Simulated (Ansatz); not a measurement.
The cell is PbSe built on the wurtzite prototype (it has left that coordination); cell and atoms were relaxed with r2SCAN. It is hexagonal, P6_3mc (No. 186); a = 5.174 Å, c = 6.215 Å in the conventional setting, 36.02 Å³ an atom. Pb has 5 Se at 2.99–3.14 Å; Se has 5 Pb at 2.99–3.14 Å.

```cif
data_structure
_symmetry_space_group_name_H-M 'P6_3mc'
_symmetry_Int_Tables_number 186
_cell_length_a 5.1741
_cell_length_b 5.1741
_cell_length_c 6.2148
_cell_angle_alpha 90.000
_cell_angle_beta 90.000
_cell_angle_gamma 120.000
_cell_volume 144.09
loop_
_atom_site_label
_atom_site_type_symbol
_atom_site_symmetry_multiplicity
_atom_site_Wyckoff_symbol
_atom_site_fract_x
_atom_site_fract_y
_atom_site_fract_z
_atom_site_occupancy
Pb1 Pb 2 b 0.33333 0.66667 0.93510 1
Se1 Se 2 b 0.33333 0.66667 0.43990 1
```

3 runs of the plane-wave code Ansatz on this cell differ in the functional (and in the settings that go with it). Levels are in eV from each run's valence top; v1 is the last filled band, c1 the first empty one.

Run A, mean stress -2.5 GPa (compression positive):
```
point     v5     v3     v1    c1    c2    c3
    Γ  -2.89  -1.67  -1.66  1.67  1.67  3.15
    M  -3.53  -2.11  -0.64  2.55  3.11  3.96
    K  -3.14  -2.45  -0.49  2.36  2.36  4.03
    A  -2.29  -2.29  -1.29  2.07  2.07  2.07
    L  -2.87  -1.72  -0.66  1.29  1.29  2.87
    H  -3.38  -1.15   0.00  1.05  1.05  2.28
```

Run B, mean stress 0.0 GPa (compression positive):
```
point     v5     v3     v1    c1    c2    c3
    Γ  -3.03  -1.82  -1.81  1.96  1.96  3.46
    M  -3.68  -2.23  -0.66  2.93  3.44  4.35
    K  -3.26  -2.61  -0.52  2.77  2.77  4.32
    A  -2.44  -2.44  -1.34  2.35  2.35  2.35
    L  -3.02  -1.81  -0.68  1.68  1.68  3.18
    H  -3.53  -1.31   0.00  1.48  1.48  2.61
```

Run C, mean stress +0.8 GPa (compression positive):
```
point     v5     v3     v1    c1    c2    c3
    Γ  -2.90  -1.69  -1.69  1.75  1.75  3.20
    M  -3.54  -2.09  -0.63  2.65  3.22  4.04
    K  -3.14  -2.47  -0.49  2.47  2.47  4.20
    A  -2.32  -2.32  -1.29  2.14  2.14  2.14
    L  -2.89  -1.72  -0.65  1.39  1.39  2.95
    H  -3.38  -1.19   0.00  1.16  1.16  2.36
```

Q: Match the runs to LDA, PBE, r2SCAN.

A: A is LDA, B is r2SCAN, C is PBE. In order of the gap: LDA 1.05, PBE 1.16, r2SCAN 1.48 eV. The stress vanishes for r2SCAN, which relaxed the cell.

These are computed values for a spin-unpolarised cell that may be hypothetical; none is a measurement.

Spin-orbit coupling is left out; in compounds of Pb, Bi, Tl or Hg it can lower a gap by up to about 1 eV, split its edges or invert the bands.
